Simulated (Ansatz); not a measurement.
# MoS2: the cost of one run

Computed with Ansatz 0.2.0 (DFT PBEsol+D3(BJ), scalar-relativistic, plane waves, PAW, unless a step's input says otherwise).

The COD entry's cell or inner coordinates are ideal or old and differ from later refinements, so a difference from it is no clean test against experiment.

45 further runs of the same task are left out: 45 set aside as unsound or not needed.

### 1 The starting structure

The structure is trigonal, space group R-3m (No. 166). Conventional cell: a = 3.171 Å, b = 3.171 Å, c = 18.345 Å, α = 90.00°, β = 90.00°, γ = 120.00°. Mo (site symmetry -3m) has 6 S at 2.39 Å as nearest neighbours. Around S (site symmetry 3m) lie 3 Mo at 2.39 Å.

As a file:

```
CELL_PARAMETERS angstrom
1.58550 0.91539 6.11500
-1.58550 0.91539 6.11500
0.00000 -1.83078 6.11500
ATOMIC_POSITIONS crystal
Mo 0.00000 0.00000 0.00000
S 0.75000 0.75000 0.75000
S 0.25000 0.25000 0.25000
```

Source of the structure: the Crystallography Open Database.

### 6 Setting up the map

Rigid slide and opening across a plane, one cut a cell; the plane is (0 0 1) of the conventional cell, and the faces at the cut hold S and S.

First coordinate, slide along a1 + a2 (5.334 Å): 12 values from 0.000 to 0.917, periodic. Second coordinate, opening across the cut: 7 values from −0.3 to 3.2 Å.

Nothing else is relaxed (rigid halves). Energies count from the perfect crystal. Points are written as (first, second).

(The set-up runs are not shown.)

### 7 Point (0.333, −0.3 Å)

File input.yaml:

```yaml
crystal:
  lattice:
    - [-1.5399048628, -2.6671934611, 0.0]
    - [1.5399048628, -2.6671934611, 0.0]
    - [0.0, -1.7781289741, 17.0911508613]
  atoms:
    - { symbol: Mo, position: [0.2768139204, 0.2768139204, 0.1695582388] }
    - { symbol: Mo, position: [0.4970858156, 0.4970858156, 0.5087425532] }
    - { symbol: Mo, position: [0.7173577108, 0.7173577108, 0.8479268676] }
    - { symbol: S, position: [0.7990238752, 0.7990238752, 0.6029283744] }
    - { symbol: S, position: [0.0192957704, 0.0192957704, 0.9421126888] }
    - { symbol: S, position: [0.57875198, 0.57875198, 0.2637440601] }
    - { symbol: S, position: [0.9748758608, 0.9748758608, 0.0753724175] }
    - { symbol: S, position: [0.195147756, 0.195147756, 0.4145567319] }
    - { symbol: S, position: [0.4154196512, 0.4154196512, 0.7537410463] }
basis:
  ecutwfc: 420
kpoints:
  mp_grid: { grid: [14, 14, 3] }
hamiltonian:
  xc: pbesol
  pseudopotentials: { kind: paw, azcp: { folder: soft_1 } }
  dispersion: d3bj
scf:
  occupations: { method: gaussian, width: 0.15 }
output:
  forces: true
  stress: true
  eigenvalues: true
```

On the command line:

```bash
$ ansatz run input.yaml --threads 4 --pin off --max-ram 8192MiB --backend cpu --events-out ev --progress --plain --runs-dir out
```

**Question.** How long does this run take on 4 threads of AMD EPYC 9B45 (Zen 5), shared host, and how much memory does it need?

About 5.2 s, with a peak of 1.1 GiB.
